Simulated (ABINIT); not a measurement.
The system is Zn.

```
Zn
1.0
     0.00000    1.96478    1.96478
     1.96478    0.00000    1.96478
     1.96478    1.96478    0.00000
Zn
1
Direct
  0.00000 0.00000 0.00000
```

This isn't the form of Zn at room conditions, which is hcp.

```yaml
Program: ABINIT 10.8.3 (patched build)
Task: single point
Functional: PBEsol
Potentials_or_basis: PseudoDojo NC SR PBEsol v0.4.1 standard
Cutoff: 1143 eV
k_mesh: 12 × 12 × 12
Occupations: fermi-dirac, width 0.05 eV
Spin: no spin polarisation
```

On this cell: pressure -5.3 GPa; band gap on the k mesh none (metal or under the smearing width).

The same run follows on a disturbed copy (cell strained at random at fixed volume):

```
Zn
1.0
     0.00399    2.00457    1.96702
     1.95665   -0.00432    1.97532
     1.92741    1.98363    0.02492
Zn
1
Direct
  0.97223 0.01156 0.01002
```

Task: What changes?

Result: The energy (extrapolated to zero smearing) moves by -0.1 meV/atom; pressure -5.2 GPa; band gap on the k mesh none (metal or under the smearing width).

Stress tensor (GPa, compression positive):
```
-5.05 -0.70  0.63
-0.70 -5.77  0.49
 0.63  0.49 -4.71
```
